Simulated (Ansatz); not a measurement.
## A series in volume per atom on BaZrO3

All results are calculated (Ansatz 0.2.0). Plane-wave density functional theory, PAW datasets, Gaussian smearing 0.05 eV: one cell in which all forces lie under 0.002 eV/angstrom; stress (xx yy zz yz xz xy) and pressure positive in compression; site moments are of spin alone; formation energy from the elements run alike, uncorrected.

Cell of the first row (space group Pm-3m, No. 221):
```
cell vectors (Å)
   4.1494     0.0000     0.0000
   0.0000     4.1494     0.0000
   0.0000     0.0000     4.1494
atoms (fractions of the cell vectors)
Ba  0.00000  0.00000  0.00000
Zr  0.50000  0.50000  0.50000
O   0.00000  0.50000  0.50000
O   0.50000  0.50000  0.00000
O   0.50000  0.00000  0.50000
```

Settings of every row: paw set soft_2; functional PBE; spin treatment none; moment partition spheres; spin axis none; wave cutoff 420 eV; k mesh 8x8x8; SCF start atoms; lower state search light; symmetry use detected.

Atom first moment, atom hubbard u: 0 on all atoms.

Limits: no spin-orbit coupling, which can matter with elements this heavy.

```csv
row,volume per atom (Å³),formation energy (eV per atom),pressure (GPa),energy above relaxed cell (meV per atom)
1,14.288,-3.2597,9.43,22.97
2,14.515,-3.271,6.53,11.68
3,14.769,-3.2789,3.57,3.74
4,14.818,-3.28,3.03,2.69
5,15.12,?,?,?
6,15.422,-3.2797,-2.95,2.95
7,15.725,-3.2717,-5.48,11
8,16.178,-3.2514,-8.80,31.28
9,16.632,-3.2223,-11.62,60.31
```

Question: what formation energy and pressure should row 5 give?

Worked fit of formation energy. Take u = (V_r/V)^(2/3) − 1 with V_r = 15.12 Å³ an atom, which is twice the finite (Eulerian) strain; such expansions in the strain, on which the Birch-Murnaghan equation of state is built, carry the rest volume and the bulk modulus. The shown rows have u = 0.03845, 0.0276, 0.01578, 0.01354, -0.0131, -0.02582, -0.04409, -0.06156. Least squares give formation energy = −3.28264 − 0.0167 × u + 15.83 × u² + 2.93 × u³ eV per atom; a parabola predicts inner rows, each left out in turn, worse (root mean square 9.8e-05 against 4.6e-05 eV per atom). The rows lie off it by 0.0000, 0.0000, 0.0001, 0.0000, 0.0000, 0.0000, 0.0000, 0.0000. The withheld row has u = 0, so the fit gives −3.28264 − 0.0167 × (0) + 15.83 × (0)² + 2.93 × (0)³ = -3.2826 eV per atom.

The calculation gave -3.2827 eV per atom. The fit lies 0.0001 eV per atom (0.17 % of the column's range) above it, one unit of the last digit.

Worked fit of pressure. Take u = (V_r/V)^(2/3) − 1 with V_r = 15.12 Å³ an atom, which is twice the finite (Eulerian) strain; such expansions in the strain, on which the Birch-Murnaghan equation of state is built, carry the rest volume and the bulk modulus. The shown rows have u = 0.03845, 0.0276, 0.01578, 0.01354, -0.0131, -0.02582, -0.04409, -0.06156. Least squares give pressure = −0.119 + 223.61 × u + 625.1 × u² + 444 × u³ GPa; a parabola predicts inner rows, each left out in turn, worse (root mean square 0.015 against 0.0083 GPa). The rows lie off it by 0.00, -0.01, 0.00, 0.01, -0.01, 0.00, 0.00, 0.00. The pressure vanishes at u = 0.0005, or V = 15.11 Å³ an atom, and there the bulk modulus at fixed shape and fractions is B = −V dP/dV = (2/3)(1 + u) dP/du = 150 GPa. The withheld row has u = 0, so the fit gives −0.119 + 223.61 × (0) + 625.1 × (0)² + 444 × (0)³ = -0.12 GPa.

The calculation gave -0.12 GPa. The fit meets it to the printed digit.

The other values of row 5: energy above relaxed cell 0 meV per atom.
